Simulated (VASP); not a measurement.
A run of VASP 6.6.1 is set up as follows.

The input INCAR:

```
SYSTEM = Ti3Al
PREC = Accurate
ENCUT = 520
EDIFF = 1E-6
ISMEAR = -1
SIGMA = 0.1
LREAL = .False.
LASPH = .True.
NELM = 100
ALGO = Normal
ISIF = 2
LWAVE = .False.
LCHARG = .False.
GGA = PE
NBANDS = 28
```

File KPOINTS:

```
regular mesh
0
Gamma
  6 6 6
  0 0 0
```

Contents of POSCAR:

```
Ti3Al
1.0
    4.5704290000      0.0000000000      0.0000000000
    2.2852145000      3.9581076202      0.0000000000
    2.2852145000      1.3193692067      3.7317396519
Ti Al
3 1
Direct
    0.7500000000      0.7500000000      0.7500000000
    0.2500000000      0.2500000000      0.2500000000
    0.0000000000      0.0000000000      0.0000000000
    0.5000000000      0.5000000000      0.5000000000
```

Potentials or basis: VASP PAW PBE potentials, release 64 (Ti_sv, Al).

The run is started by

```bash
$ cat potpaw_PBE.64/Ti_sv/POTCAR potpaw_PBE.64/Al/POTCAR > POTCAR
$ mpirun -np 1 vasp_std > vasp.out
```

Question: What does it give for the pressure?

Answer: -0.9 GPa.

Question: Estimate the band gap on the k mesh.

Answer: None (metal or under the smearing width).
